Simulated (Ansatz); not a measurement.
All numbers below come from Ansatz 0.2.0, DFT PBE, scalar-relativistic, plane waves, PAW. All cells share a 420 eV cutoff and Γ-centred k meshes spaced at most about 0.3 Å⁻¹ (about 0.25 or finer for metals, 2π included). No spin polarisation.

These are static total energies at zero pressure.

Two relaxed structures of Bi₄Te:

A.

```yaml
crystal:
  lattice:
    - [5.90598, 0.00000, 0.00000]
    - [0.00000, 5.90598, 0.00000]
    - [0.00000, 0.00000, 5.90598]
  atoms:
    - { symbol: Bi, position: [0.31063, 0.31063, 0.31063] }
    - { symbol: Bi, position: [0.68937, 0.68937, 0.31063] }
    - { symbol: Bi, position: [0.31063, 0.68937, 0.68937] }
    - { symbol: Bi, position: [0.68937, 0.31063, 0.68937] }
    - { symbol: Te, position: [0.00000, 0.00000, 0.00000] }
```

B.

```yaml
crystal:
  lattice:
    - [5.61375, 0.00000, 0.00000]
    - [-2.80687, 4.86165, 0.00000]
    - [0.00000, 0.00000, 6.58380]
  atoms:
    - { symbol: Bi, position: [0.33333, 0.66667, 0.75104] }
    - { symbol: Bi, position: [0.33333, 0.66667, 0.24896] }
    - { symbol: Bi, position: [0.66667, 0.33333, 0.24896] }
    - { symbol: Bi, position: [0.66667, 0.33333, 0.75104] }
    - { symbol: Te, position: [0.00000, 0.00000, 0.00000] }
```

Question: Which would you expect to be lower, and how large is the difference?

Answer: B is lower, by 246 meV/atom. A has space group P-43m (No. 215), 41.2 Å³/atom and no gap on its mesh; B has space group P6/mmm (No. 191), 35.9 Å³/atom and no gap. Counting Bi atoms around Te (those within 1.25 times the shortest such distance or 1.15 times the sum of covalent radii, 1.27 where that leaves under three; the shortest distance is added where it exceeds 1.18 times the sum of covalent radii), A has Te 4 and B has Te 12 from 3.6 Å. The denser one is the lower, and pressure would at first widen the difference. Even the lower one lies +0.11 eV/atom against the reference forms of the elements (uncorrected), so neither is stable at this level. In A, Bi has 3 Bi at 3.16 Å and 1 Te at 3.18 Å; Te is surrounded by 4 Bi at 3.18 Å. In B, Bi has 5 Bi at 3.24–3.31 Å and 3 Te at 3.63 Å; Te has 12 Bi at 3.63 Å. Both come from invented guesses.

These runs have no spin–orbit coupling, which can matter for Bi and Te. Cells relaxed within their symmetry can be saddle points.
